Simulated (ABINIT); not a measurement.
# TiB2 (P6/mmm) in ABINIT: notebook, part 2 of 2

ABINIT 10.8.3 (patched build).

**4. Relaxation of cell and atoms, PBE+D3(BJ)**

The input, run.py:

```python
import json, os
import numpy as np
from ase.constraints import FixSymmetry
from ase.optimize import BFGS
from ase.filters import FrechetCellFilter
from ase.units import GPa
from ase.calculators.mixing import SumCalculator
from dftd3.ase import DFTD3
from ase.calculators.abinit import Abinit, AbinitProfile
from ase import Atoms

atoms = Atoms(['Ti', 'B', 'B'],
              cell=[[3.0292, 0.0, 0.0], [-1.5146, 2.6233641531, 0.0], [0.0, 0.0, 3.2284]],
              scaled_positions=[[0.0, 0.0, 0.0], [0.6666666667, 0.3333333333, 0.5], [0.3333333333, 0.6666666667, 0.5]],
              pbc=True)

profile = AbinitProfile(command='abinit', pp_paths=[os.path.abspath('pseudos')])
params = dict(
    pps='pawxml', xc='PBE',
    chksymtnons=0,
    tolsym=1e-05,
    ecut=408.1708,
    pawecutdg=816.3416,
    pawxcdev=0,
    pawovlp=-1,
    kptopt=1,
    ngkpt=[10, 10, 8],
    nshiftk=1,
    shiftk=[0.0, 0.0, 0.0],
    ixc=11,
    nband=13,
    occopt=3,
    tsmear=0.05,
    nstep=100,
    tolvrs=1e-09,
    prtwf=0,
    prtden=0,
    ecutsm=0.5,
)

atoms.calc = SumCalculator([Abinit(profile=profile, directory='run', **params), DFTD3(method='pbe', damping='d3bj')])
atoms.set_constraint(FixSymmetry(atoms, symprec=1e-4))
opt = BFGS(FrechetCellFilter(atoms), trajectory='opt.traj')
converged = opt.run(fmax=0.01, steps=30)
print('converged', converged)
print('cell (A)', np.round(atoms.cell[:], 5).tolist())
energy = atoms.get_potential_energy()
forces = atoms.get_forces()
stress = atoms.get_stress()
print(f'energy {energy:.6f} eV')
print('forces (eV/A)')
print(np.round(forces, 5))
print('stress (GPa, Voigt, tension positive)', np.round(stress / GPa, 4))
json.dump(dict(energy=energy, forces=forces.tolist(), stress=stress.tolist(), cell=atoms.cell.tolist(), frac=atoms.get_scaled_positions(wrap=False).tolist()), open('results.json', 'w'))
```

Launch:

```console
> python run.py
```

Run time: 98 s. Hardware: 1 thread of Arm Neoverse V2, shared host; peak memory 0.1 GiB.

Results (log left out):

```
Free energy                            : -1756.1322 eV
Relaxed volume                         : 8.31 Å³/atom
Relaxed cell                           : a = 3.005 Å, b = 3.005 Å, c = 3.188 Å, α = 90.00°, β = 90.00°, γ = 120.00°
Space group after relaxing (to 0.05 Å) : P6/mmm (No. 191)
Energy gained by relaxing              : 5.5 meV/atom
Ionic steps                            : 7
Pressure after relaxing                : 0.0 GPa
Band gap on the k mesh                 : none (metal or under the smearing width)
Dispersion energy per atom             : -0.431 eV
```

The path:
```csv
step,energy change (eV),largest force (eV/Å),pressure (GPa),volume (Å³)
1,0.0000,0.0000,-7.09,25.66
2,-0.0057,0.0000,-5.77,25.52
3,-0.0162,0.0000,0.19,24.93
4,-0.0163,0.0000,0.03,24.95
5,-0.0165,0.0000,-0.24,24.97
6,-0.0165,0.0000,-0.15,24.95
7,-0.0165,0.0000,-0.03,24.94
```

Final structure:
```
CELL_PARAMETERS angstrom
3.00544 0.00000 0.00000
-1.50272 2.60279 0.00000
0.00000 0.00000 3.18841
ATOMIC_POSITIONS crystal
Ti 0.00000 0.00000 0.00000
B 0.66667 0.33333 0.50000
B 0.33333 0.66667 0.50000
```

Levels at points of the mesh, in eV from the Fermi level:
| k point | band 6 | band 7 | band 8 | band 9 | band 10 | band 11 | band 12 | band 13 |
| --- | --- | --- | --- | --- | --- | --- | --- | --- |
| (0.00, 0.00, 0.00) | -2.63 | -2.63 | -2.22 | -2.11 | 2.05 | 2.05 | 3.88 | 3.88 |
| (0.50, 0.00, 0.00) | -9.22 | -3.25 | -3.22 | -2.28 | 1.47 | 2.91 | 3.42 | 3.53 |
| (0.00, 0.00, 0.50) | -7.66 | -0.51 | -0.51 | -0.14 | -0.14 | 0.52 | 0.52 | 1.84 |
| (0.50, 0.00, 0.50) | -7.53 | -4.70 | -3.87 | -3.08 | 2.70 | 3.11 | 4.79 | 4.87 |

Caveat: the log and the count of SCF iterations are those of the last ABINIT call alone; pairwise dispersion overbinds metals, which lowers pressure and volume; the atomic spheres overlap.

**5. Relaxation of cell and atoms, PBE+D4**

Edit run.py of step 4 so:

```diff
@@ -7,3 +7,3 @@
 from ase.calculators.mixing import SumCalculator
-from dftd3.ase import DFTD3
+from dftd4.ase import DFTD4
 from ase.calculators.abinit import Abinit, AbinitProfile
@@ -40,3 +40,3 @@
 
-atoms.calc = SumCalculator([Abinit(profile=profile, directory='run', **params), DFTD3(method='pbe', damping='d3bj')])
+atoms.calc = SumCalculator([Abinit(profile=profile, directory='run', **params), DFTD4(method='pbe')])
 atoms.set_constraint(FixSymmetry(atoms, symprec=1e-4))
```

Potentials or basis: JTH PAW PBE v2.0.

Launch:

```console
> python run.py
```

Log:

```text
Step          Energy          fmax
BFGS:    0    -1755.892957        0.443506
BFGS:    1    -1755.897962        0.378441
BFGS:    2    -1755.908400        0.064534
BFGS:    3    -1755.908547        0.062667
BFGS:    4    -1755.909079        0.013558
BFGS:    5    -1755.908978        0.002006
converged True
cell (A) [[3.0116, 0.0, 0.0], [-1.5058, 2.60813, -0.0], [0.0, 0.0, 3.17855]]
energy -1755.908978 eV
forces (eV/A)
[[ 0.  0.  0.]
 [-0. -0.  0.]
 [-0.  0. -0.]]
stress (GPa, Voigt, tension positive) [ 0.03    0.03    0.0386 -0.      0.     -0.    ]
```

abinit.in:

```text
chksymtnons 0
ecut 408.1708 eV
ecutsm 0.5
ixc 11
kptopt 1
natom 3
nband 13
ngkpt
10 10 8
nshiftk 1
nsppol 1
nstep 100
occopt 3
pawecutdg 816.3416 eV
pawovlp -1
pawxcdev 0
prtden 0
prtwf 0
shiftk
0.0 0.0 0.0
tolsym 1e-05
tolvrs 1e-09
tsmear 0.05 eV
#Definition of the unit cell
acell
1.00000000000000 1.00000000000000 1.00000000000000 Angstrom
rprim
3.01160350950585 0.00000000000000 0.00000000000000
-1.50580175475292 2.60812514535844 -0.00000000000000
0.00000000000000 0.00000000000000 3.17855193234050
chkprim 0 # Allow non-primitive cells
#Definition of the atom types
ntypat 2
znucl 5 22
#Enumerate different atomic species
typat
 2 1 1
pseudos "./pseudos/B.GGA_PBE-JTH.xml,
./pseudos/Ti.GGA_PBE-JTH.xml"
#Definition of the atoms
xcart
0.00000000000000 0.00000000000000 0.00000000000000
2.84555291628769 1.64288074221202 3.00329631443665
-0.00000000000000 3.28576148442405 3.00329631443665
chkexit 1 # abinit.exit file in the running directory terminates after the current SCF
```

abinit.abo:

```text
.Version 10.8.3 of ABINIT
 Symmetries : space group P6/m m m (#191); Bravais hP (primitive hexag.)
================================================================================
 Values of the parameters that define the memory need of the present run
     intxc =       0    ionmov =       0      iscf =      17    lmnmax =      18
     lnmax =       6     mgfft =      24  mpssoang =       3    mqgrid =    3001
     natom =       3  nloc_mem =       2    nspden =       1   nspinor =       1
    nsppol =       1      nsym =      24    n1xccc =       1    ntypat =       2
    occopt =       3   xclevel =       2
       mpw =         484          nfft =        9600          nkpt =          70
 PAW method is used; the additional fine FFT grid is defined by:
   mgfftf=        30    nfftf =     27000
[... 271 lines left out ...]
           etotal     -6.4489159871E+01
            fcart     -0.0000000000E+00  1.1381790948E-30 -0.0000000000E+00
                      -1.4785380152E-30 -4.8372611528E-30 -0.0000000000E+00
                       1.4785380152E-30  3.6990820580E-30 -0.0000000000E+00
            rprim      3.0116035095E+00  0.0000000000E+00  0.0000000000E+00
                      -1.5058017548E+00  2.6081251454E+00 -0.0000000000E+00
                       0.0000000000E+00  0.0000000000E+00  3.1785519323E+00
           strten     -2.4809604298E-04 -2.4809604298E-04 -3.2071341698E-04
                       0.0000000000E+00  0.0000000000E+00  0.0000000000E+00
           xangst      0.0000000000E+00  0.0000000000E+00  0.0000000000E+00
                       1.5058017548E+00  8.6937504845E-01  1.5892759662E+00
                       2.9992987016E-15  1.7387500969E+00  1.5892759662E+00
             xred      0.0000000000E+00  0.0000000000E+00  0.0000000000E+00
                       6.6666666667E-01  3.3333333333E-01  5.0000000000E-01
                       3.3333333333E-01  6.6666666667E-01  5.0000000000E-01
 Calculation completed.
```

It took 98 s on 1 thread of Arm Neoverse V2, shared host; peak memory 0.1 GiB.

Results:

```yaml
Free_energy: -1755.9091 eV
Relaxed_volume: 8.32 Å³/atom
Relaxed_cell: a = 3.012 Å, b = 3.012 Å, c = 3.179 Å, α = 90.00°, β = 90.00°, γ = 120.00°
Space_group_after_relaxing_to_0.05_Å: P6/mmm (No. 191)
Energy_gained_by_relaxing: 5.3 meV/atom
Ionic_steps: 6
Pressure_after_relaxing: 0.0 GPa
Band_gap_on_the_k_mesh: none (metal or under the smearing width)
Dispersion_energy_per_atom: -0.357 eV
```

The path:
```csv
step,energy change (eV),largest force (eV/Å),pressure (GPa),volume (Å³)
1,0.0000,0.0000,-6.61,25.66
2,-0.0050,0.0000,-5.40,25.53
3,-0.0154,0.0000,0.37,24.95
4,-0.0156,0.0000,0.23,24.96
5,-0.0161,0.0000,-0.14,24.98
6,-0.0160,0.0000,-0.03,24.97
```

Final structure:
```
CELL_PARAMETERS angstrom
3.01160 0.00000 0.00000
-1.50580 2.60813 0.00000
0.00000 0.00000 3.17855
ATOMIC_POSITIONS crystal
Ti 0.00000 0.00000 0.00000
B 0.66667 0.33333 0.50000
B 0.33333 0.66667 0.50000
```

Caveat: the log and the count of SCF iterations are those of the last ABINIT call alone; pairwise dispersion overbinds metals, which lowers pressure and volume; the atomic spheres overlap.

**6. Overview**

| level | dispersion computed by | gap on the mesh (eV) | pressure (GPa) | relaxed volume (Å³/atom) |
| --- | --- | --- | --- | --- |
| PBE | - | none | 0.0 | 8.58 |
| PBE+D3 | simple-dftd3 1.7.0 | none | -0.1 | 8.38 |
| PBE+D3(BJ) | simple-dftd3 1.7.0 | none | 0.0 | 8.31 |
| PBE+D4 | dftd4 4.3.1 | none | 0.0 | 8.32 |

Alike in all rows: task relaxation of cell and atoms; potentials or basis JTH PAW PBE v2.0; no spin polarisation; cell relaxed; k mesh 10 × 10 × 8; cutoff (eV) 408; smearing fermi-dirac 0.05 eV.

Caveats: the atomic spheres overlap; pairwise dispersion overbinds metals, which lowers pressure and volume (some runs).

Total energies depend on the potentials used, so only differences within one code and one set of settings carry meaning.
